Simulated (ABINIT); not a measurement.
A run of ABINIT 10.8.3 (patched build) is set up as follows.

File run.abi:

```
# Pseudopotentials
pp_dirpath "./"
pseudos "Cu.upf, Al.upf"

# Structure
acell 4.0842643075 4.0842643075 4.0842643075 Angstrom
rprim
     0.0000000000     0.7071067812     0.7071067812
     0.7071067812     0.0000000000     0.7071067812
     0.7071067812     0.7071067812     0.0000000000
ntypat 2
znucl 29 13
natom 4
typat 1 1 1 2
xcart
     8.1863247183     8.1863247183     8.1863247183
     2.7287749061     2.7287749061     2.7287749061
     5.4575498122     5.4575498122     5.4575498122
     0.0000000000     0.0000000000     0.0000000000

# Plane-wave basis
ecut 46.0

# k points
kptopt 1
ngkpt 8 8 8
nshiftk 1
shiftk 0.0 0.0 0.0

# Exchange and correlation
ixc -116133

# Bands and occupations
nband 36
occopt 3
tsmear 0.00183747

# SCF cycle
nstep 100
tolvrs 1.0e-10

# Output
iomode 3
prtwf 0
prteig 0
prtebands 0
enunit 2
prtden 1
prtvha 1
prtvclmb 1
prtpot 1
prtelf 1
```

Potentials or basis: PseudoDojo NC SR PBEsol v0.4.1 standard.

Launch:

```bash
$ abinit run.abi > log 2>&1
```

What does it give for the band gap on the k mesh?

None (metal or under the smearing width).

Estimate the pressure.

-1.0 GPa.
